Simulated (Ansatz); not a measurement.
Computed properties of TaS2

```
Ta S
1.0
     3.35000    0.00000    0.00000
    -1.67500    2.90119    0.00000
     0.00000    0.00000    5.86000
Ta S
1 2
Cartesian
  0.0000 0.0000 0.0000
  0.0000 1.9341 1.4650
  1.6750 0.9671 4.3950
```

Atom numbers follow the list: Ta1, S2, S3.

Conventional cell: a = 3.350 Å, b = 3.350 Å, c = 5.860 Å, α = 90.00°, β = 90.00°, γ = 120.00°. Ta (atom 1) is surrounded by 6 S at 2.43 Å. S (atom 2) is surrounded by 3 Ta at 2.43 Å.

The geometry is COD entry 1537360, unchecked; take it as a test cell. It differs from other determinations.

Spin polarisation is left out, and whether a magnetic state lies lower isn't shown here.

No spin–orbit coupling, which matters for the heavy atoms here.

All numbers are computed: DFT, PBEsol, all-electron LAPW, scalar-relativistic (Ansatz 0.2.0); DFT, PBEsol, PAW with Ansatz's default frozen-core files, scalar-relativistic (Ansatz 0.2.0).

For LAPW: a Γ-centred 8×8×4 k mesh, Fermi–Dirac smearing of 0.02 eV, basis error target 1 meV/atom, no spin polarisation. PAW takes a cutoff of 420 eV at this cell (files made with PBE, cores remade for this functional). The Ansatz runs share mesh, smearing and spin set-up. Values come from LAPW unless marked.

```
Pressure at this cell                                                                                                  : 4.32 GPa
Band gap                                                                                                               : none: with an odd electron count and no spin polarisation the bands can't all be full, a metal in this set-up (in compounds, spin order or a distortion in a larger cell can open a gap)
Stress xx, yy, zz (compression positive)                                                                               : 2.63, 2.63, 7.69 GPa
Largest force                                                                                                          : 0.970 eV/Å on S2
Density of states at the Fermi level (0.2 eV bin)                                                                      : 2.50 states/eV per cell
Löwdin charges (with 0.19 e of the cell spilling out of the atomic basis, so their sizes and signs hang on that basis) : Ta1 0.52, S2 -0.17 e
Bader charges (from the PAW run)                                                                                       : Ta1 +1.81, S2 -0.90 e
Volume per atom                                                                                                        : 18.98 Å³
```
